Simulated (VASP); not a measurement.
MgO: single point with LDA

The system is MgO.

```
CELL_PARAMETERS angstrom
2.59790 0.00000 0.00000
0.00000 2.59790 0.00000
0.00000 0.00000 2.59790
ATOMIC_POSITIONS crystal
Mg 0.00000 0.00000 0.00000
O 0.50000 0.50000 0.50000
```

Measurements of this composition are mostly on another form, of space group No. 225.

```json
{"Program": "VASP 6.6.1", "Task": "single point", "Functional": "LDA", "Potentials or basis": "VASP PAW LDA potentials, release 64 (Mg, O)", "Cutoff": "520 eV", "k mesh": "10 × 10 × 10", "Occupations": "gaussian, width 0.02 eV", "Spin": "no spin polarisation", "Dipole correction": "no", "Further INCAR settings": "ALGO = Normal; EDIFF = 1e-07; NBANDS = 11"}
```

| Quantity | Value |
| --- | --- |
| Pressure | -2.6 GPa |
| Band gap on the k mesh | 2.85 eV, indirect (least direct gap 3.92 eV) |

Levels at points of the mesh, in eV from the valence-band top:
```csv
k point,band 1,band 2,band 3,band 4,band 5,band 6,band 7,band 8,band 9
"(0.00, 0.00, 0.00)",-18.56,-1.07,-1.07,-1.07,2.85,10.28,10.28,20.62,20.62
"(0.50, 0.00, 0.00)",-17.18,-6.85,-0.60,-0.60,7.23,9.69,14.48,17.48,18.22
"(0.50, 0.50, 0.00)",-16.21,-4.97,-4.97,0.00,4.85,12.38,12.38,13.52,19.36
"(0.50, 0.50, 0.50)",-15.25,-3.86,-3.86,-3.86,7.41,7.41,7.41,16.72,19.07
```

Wall time 4.3 s on 1 thread of Intel(R) Xeon(R) Platinum 8559C (Emerald Rapids), with other jobs on the host, peak memory 0.12 GiB.

A k mesh can miss the band edges. LDA gaps usually lie below the measured ones, often by a third to a half.
